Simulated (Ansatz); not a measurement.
# Zr3HN3: the cost of one run

Program: Ansatz 0.2.0. Level of theory: DFT PBE, scalar-relativistic, plane waves, PAW. These are calculated values, not measurements.

5 further runs of the same task are left out: 1 that didn't finish, 4 set aside as unsound or not needed.

### Step 1. The system as given

Symmetry: Pmm2, No. 25, orthorhombic system. Conventional cell: a = 3.249 Å, b = 3.249 Å, c = 20.113 Å, α = 90.00°, β = 90.00°, γ = 90.00°. Zr (site symmetry mm2) has 5 N at 2.20 to 2.30 Å as nearest neighbours. N (site symmetry mm2) is surrounded by 5 Zr at 2.24 to 2.30 Å. Zr (site symmetry mm2) is surrounded by 6 N at 2.24 to 2.37 Å. Around N (site symmetry mm2) lie 6 Zr at 2.20 to 2.30 Å. Zr (site symmetry mm2) is surrounded by 2 H at 2.13 Å and 5 N at 2.20 to 2.31 Å. N (site symmetry mm2) has 2 H at 2.00 Å and 5 Zr at 2.31 to 2.37 Å as nearest neighbours. Around H (site symmetry mm2) lie 2 N at 2.00 Å and 2 Zr at 2.13 Å.

Coordinates:

```cif
data_structure
_symmetry_space_group_name_H-M 'Pmm2'
_symmetry_Int_Tables_number 25
_cell_length_a 3.2491
_cell_length_b 3.2491
_cell_length_c 20.1130
_cell_angle_alpha 90.000
_cell_angle_beta 90.000
_cell_angle_gamma 90.000
_cell_volume 212.32
loop_
_atom_site_label
_atom_site_type_symbol
_atom_site_symmetry_multiplicity
_atom_site_Wyckoff_symbol
_atom_site_fract_x
_atom_site_fract_y
_atom_site_fract_z
_atom_site_occupancy
Zr1 Zr 1 d 0.50000 0.50000 0.19888 1
N1 N 1 a 0.00000 0.00000 0.19888 1
Zr2 Zr 1 a 0.00000 0.00000 0.31036 1
N2 N 1 d 0.50000 0.50000 0.30842 1
Zr3 Zr 1 d 0.50000 0.50000 0.41800 1
N3 N 1 a 0.00000 0.00000 0.42823 1
H1 H 1 b 0.00000 0.50000 0.48613 1
```

This is the geometry of the first run shown, built on a cell relaxed beforehand with the same method.

### Step 2. Plan of the line

Atoms count from 1 in the order of the input.

H is moved over the surface cell; relaxed at each place: the height of the adsorbate's atoms; substrate rigid; the origin of the map has the adsorbate above N6.

- position of H7 along the first surface vector, from above N6: 8 values from 0.000 to 0.875, periodic
- position of H7 along the second surface vector, from above N6: 8 values from 0.000 to 0.875, periodic

Relaxed at each point: the height of the adsorbate's atoms; substrate rigid. Points are written as (first, second).

The two vectors of the plane (Å): (3.249, 0.000, 0.000); (0.000, 3.249, 0.000).

### Step 3. The run at (0/8, 4/8) of the map's two axes

The input, input.yaml:

```yaml
crystal:
  lattice:
    - [3.2490685373, 0.0, 0.0]
    - [0.0, 3.2490685373, 0.0]
    - [0.0, 0.0, 20.1130046813]
  atoms:
    - { symbol: Zr, position: [0.5, 0.5, 0.1988763023] }
    - { symbol: "N", position: [0.0, 0.0, 0.1988763023] }
    - { symbol: Zr, position: [0.0, 0.0, 0.3103584278] }
    - { symbol: "N", position: [0.5, 0.5, 0.3084197825] }
    - { symbol: Zr, position: [0.5, 0.5, 0.4180005356] }
    - { symbol: "N", position: [0.0, 0.0, 0.4282306308] }
    - { symbol: H, position: [0.0, 0.5, 0.4861259641] }
basis:
  ecutwfc: 420
kpoints:
  mp_grid: { grid: [8, 8, 1] }
hamiltonian:
  xc: pbe
  pseudopotentials: { kind: paw, azcp: { folder: soft_1 } }
scf:
  occupations: { method: gaussian, width: 0.1 }
output:
  forces: true
  eigenvalues: true
relax:
  adjacent_minimum: "off"
  f_tol: 0.025
  max_steps: 16
  constraints: [{ sites: [0, 1, 2, 3, 4, 5] }, { sites: [6], fix: xy }]
efield:
  axis: 3
  dipole_correction: true
  ramp_width: 0.04
```

On the command line:

```console
ansatz run input.yaml --threads 2 --pin off --max-ram 6144MiB --backend cpu --events-out ev --progress --plain --runs-dir out
```

Q: Estimate wall time and peak memory on 2 threads of Arm Neoverse V2, shared host.

About 28 s, with a peak of 0.48 GiB.
